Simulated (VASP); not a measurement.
# Te (P3_121) in VASP: further runs, part 2 of 2

VASP 6.6.1. Earlier steps stand in the parts before.

## (5) Relaxation of cell and atoms, LDA

INCAR reads:

```
SYSTEM = Te
ALGO = Normal
EDIFF = 1E-6
EDIFFG = -0.02
ENCUT = 600
GGA = CA
IBRION = 2
ISIF = 3
ISMEAR = 0
LASPH = .TRUE.
LCHARG = .FALSE.
LREAL = .FALSE.
LWAVE = .FALSE.
NELM = 60
NSW = 40
PREC = Accurate
SIGMA = 0.02
```

KPOINTS reads:

```
k-points
0
G
  6 6 4
  0 0 0
```

POSCAR reads:

```
Te
1.0
    4.4540000000      0.0000000000      0.0000000000
   -2.2270000000      3.8572771485      0.0000000000
    0.0000000000      0.0000000000      5.9240000000
Te
3
Direct
    0.7310000000      0.7310000000      0.0000000000
    0.0000000000      0.2690000000      0.6666666667
    0.2690000000      0.0000000000      0.3333333333
```

Potentials or basis: VASP PAW LDA potentials, release 64 (Te).

On the command line:

```
$ cat potpaw_LDA.64/Te/POTCAR > POTCAR
$ mpirun -np 1 vasp_std > vasp.out
```

OUTCAR:

```text
SYSTEM = Te
   EDIFF = 1E-6
   EDIFFG = -0.02
   ENCUT = 600
   GGA = CA
   IBRION = 2
   ISIF = 3
   ISMEAR = 0
   LASPH = .TRUE.
   LREAL = .FALSE.
   NELM = 60
   NSW = 40
   PREC = Accurate

 ion  position               nearest neighbor table
   1  0.731  0.731  0.000-   3 2.86   2 2.86   3 3.47   2 3.47   2 3.47   3 3.47
   2  0.000  0.269  0.667-   1 2.86   3 2.86   1 3.47   1 3.47   3 3.47   3 3.47
   3  0.269  0.000  0.333-   1 2.86   2 2.86   1 3.47   1 3.47   2 3.47   2 3.47

  LATTYP: Found a hexagonal cell.
 ALAT       =     4.4540000000
 C/A-ratio  =     1.3300404131

  Lattice vectors:

 A1 = (   4.4540000000,   0.0000000000,   0.0000000000)
 A2 = (  -2.2270000000,   3.8572771485,   0.0000000000)
 A3 = (   0.0000000000,   0.0000000000,   5.9240000000)

Analysis of symmetry for initial positions (statically):
=====================================================================
 Subroutine PRICEL returns:
 Original cell was already a primitive cell.

 Routine SETGRP: Setting up the symmetry group for a
 hexagonal supercell.

 Subroutine GETGRP returns: Found  6 space group operations
 (whereof  2 operations were pure point group operations)
 out of a pool of 24 trial point group operations.
[... 162 lines left out ...]
  ---------------------------------------------------
  ext. energy  EPLUGINS =         0.00000000
  ---------------------------------------------------
  free energy    TOTEN  =       -11.34286484 eV

  energy without entropy =      -11.34286469  energy(sigma->0) =      -11.34286477

------------------------ aborting loop because EDIFF is reached ----------------------------------------

  FORCE on cell =-STRESS in cart. coord.  units (eV):
  Direction    XX          YY          ZZ          XY          YZ          ZX
  --------------------------------------------------------------------------------------
  -------------------------------------------------------------------------------------
  Total       -1.1597231     -1.1597231     -1.1483900      0.0000000      0.0000000      0.0000000
  in kB      -18.2565537    -18.2565537    -18.0781459      0.0000000      0.0000000      0.0000000
  external PRESSURE =     -18.1970844 kB  Pullay stress =       0.0000000 kB
[... 246 lines left out ...]
--------------------------------------- Ionic step        8  -------------------------------------------

 number of electron      17.9999999 magnetization

 Free energy of the ion-electron system (eV)
  ---------------------------------------------------
  ext. energy  EPLUGINS =         0.00000000
  ---------------------------------------------------
  free energy    TOTEN  =       -11.39979919 eV

  energy without entropy =      -11.39948468  energy(sigma->0) =      -11.39964193

 E-fermi :   6.8294     XC(G=0):  -9.6560

 val. band max:        6.8293602462   @ k =   0.3333   0.3333   0.5000
 cond. band min:       7.0597309345   @ k =   0.0000   0.0000   0.5000
 fundamental gap:      0.2303706883
 Fermi energy:         6.8293743140

 k-point     1 :       0.0000    0.0000    0.0000
  band No.  band energies     occupation
      1      -7.2410      2.00000
      2      -3.8004      2.00000
      3      -3.8004      2.00000
      4       3.8816      2.00000
      5       4.2328      2.00000
      6       4.2328      2.00000
      7       5.0358      2.00000
      8       5.0358      2.00000
      9       5.6724      2.00000
     10       7.8233      0.00000
     11       7.8233      0.00000
     12       8.5381      0.00000
     13      11.5902      0.00000
[... 396 lines left out ...]
  FREE ENERGIE OF THE ION-ELECTRON SYSTEM (eV)
  ---------------------------------------------------
  free  energy   TOTEN  =       -11.3997991877 eV

  energy  without entropy=      -11.3994846787  energy(sigma->0) =      -11.39964193

 reached required accuracy - stopping structural energy minimisation
```

OSZICAR:

```text
N       E                     dE             d eps       ncg     rms          rms(c)
DAV:   1     0.829709323587E+02    0.82971E+02   -0.70936E+03   624   0.124E+03
DAV:   2    -0.521599506252E+01   -0.88187E+02   -0.84581E+02   846   0.160E+02
DAV:   3    -0.112751511095E+02   -0.60592E+01   -0.60119E+01   744   0.479E+01
[... 65 lines left out ...]
DAV:   2    -0.114023819046E+02    0.51278E-02   -0.92357E-03   649   0.612E-01    0.294E-01
DAV:   3    -0.114005053950E+02    0.18765E-02   -0.17671E-03   669   0.223E-01    0.105E-01
DAV:   4    -0.113998228658E+02    0.68253E-03   -0.12179E-03   634   0.169E-01    0.199E-01
DAV:   5    -0.113997991182E+02    0.23748E-04   -0.73067E-05   833   0.508E-02    0.638E-02
DAV:   6    -0.113997991877E+02   -0.69454E-07   -0.96479E-07   390   0.732E-03
   8 F= -.11399799E+02 E0= -.11399642E+02  d E =-.114912E-02
```

CONTCAR:

```text
Te
   1.00000000000000
     4.2750900274091501    0.0000000000000000    0.0000000000000000
    -2.1375450137045751    3.7023365672406672   -0.0000000000000000
     0.0000000000000000   -0.0000000000000000    5.9522173473718230
  Te
     3
Direct
     0.7146866470597735    0.7146866470597717    0.0000000000000000
     0.0000000000000015    0.2853133529402282    0.6666666667000030
     0.2853133529402249    0.0000000000000000    0.3333333332999970

  0.00000000E+00  0.00000000E+00  0.00000000E+00
  0.00000000E+00  0.00000000E+00  0.00000000E+00
  0.00000000E+00  0.00000000E+00  0.00000000E+00
```

Wall time 1.8 min (1 thread of Intel Xeon Platinum 8259CL at 2.50GHz (Skylake/Cascade Lake), shared host); peak memory 0.22 GiB.

Results:

* Free energy: -11.3998 eV
* Relaxed volume: 31.40 Å³/atom
* Relaxed cell: a = 4.275 Å, b = 4.275 Å, c = 5.952 Å, α = 90.00°, β = 90.00°, γ = 120.00°
* Space group after relaxing (to 0.05 Å): P3_121 (No. 152)
* Energy gained by relaxing: 19.0 meV/atom
* Ionic steps: 8
* Pressure after relaxing: 0.0 GPa
* Largest force after relaxing: 0.006 eV/Å
* Band gap on the k mesh: none (metal or under the smearing width)

Forces in eV/Å, atoms in the order of the input:
```
Te   0.003  0.005  0.000
Te   0.003 -0.005  0.000
Te  -0.006  0.000  0.000
```

Step by step:
```csv
step,energy change (eV),largest force (eV/Å),pressure (GPa),volume (Å³)
1,0.0000,0.0755,-1.82,101.78
2,-0.0182,0.3575,1.07,96.21
3,-0.0231,0.2664,0.09,97.90
4,-0.0346,0.2163,0.10,97.07
5,-0.0542,0.0801,0.31,94.58
6,-0.0558,0.0293,0.48,93.55
7,-0.0520,0.0748,-0.95,95.60
8,-0.0569,0.0059,0.00,94.21
```

Final structure:
```
Te
1.0
     4.27509    0.00000    0.00000
    -2.13755    3.70234    0.00000
     0.00000    0.00000    5.95222
Te
3
Cartesian
  1.5277 2.6460 0.0000
  -0.6099 1.0563 3.9681
  1.2197 0.0000 1.9841
```

Levels at points of the mesh, in eV from the Fermi level:
```
           k point  band 6  band 7  band 8  band 9  band 10  band 11  band 12  band 13
(0.00, 0.00, 0.00)   -2.60   -1.79   -1.79   -1.16     0.99     0.99     1.71     4.76
(0.50, 0.00, 0.00)   -4.14   -3.95   -0.85   -0.72     0.53     0.54     2.34     3.80
(0.00, 0.00, 0.50)   -2.67   -1.27   -0.83   -0.83     0.23     0.32     0.32     3.57
(0.50, 0.00, 0.50)   -3.71   -2.83   -2.57   -0.37     0.28     2.02     2.67     4.14
```

The run has no spin-orbit coupling, so splittings on Te are missing. Zero-point motion and thermal expansion aren't in these numbers.

## (6) The runs side by side

```csv
task,level,potentials or basis,cell,k mesh,cutoff (eV),ladder,mesh quality,gap on the mesh (eV),pressure (GPa),relaxed volume (Å³/atom),largest force (eV/Å)
relaxation of cell and atoms,PBEsol,"VASP PAW PBE potentials, release 64 (Te)",relaxed,6 × 6 × 4,600,gaps,not flagged,none,0.0,32.14,-
single point,PBE,"VASP PAW PBE potentials, release 64 (Te_GW)",as given,3 × 3 × 2,450,-,coarse,0.16,1.8,-,0.14
single point,PBE,"VASP PAW PBE potentials, release 64 (Te_GW)",as given,4 × 4 × 3,500,-,not flagged,0.79,1.5,-,0.13
relaxation of cell and atoms,LDA,"VASP PAW LDA potentials, release 64 (Te)",relaxed,6 × 6 × 4,600,gaps,not flagged,none,0.0,31.40,0.01
```

Alike in all rows: no spin polarisation; smearing gaussian 0.02 eV.

Caveats: some runs use coarse meshes; spin-orbit coupling is left out, which moves the levels of the heavy elements (some runs); an odd mesh through Γ misses points on the zone boundary, where band edges often lie (some runs); the PAW data sets were made with another functional, which shifts forces and pressure a little (some runs).

Absolute energies hang on the potentials; compare differences alone.
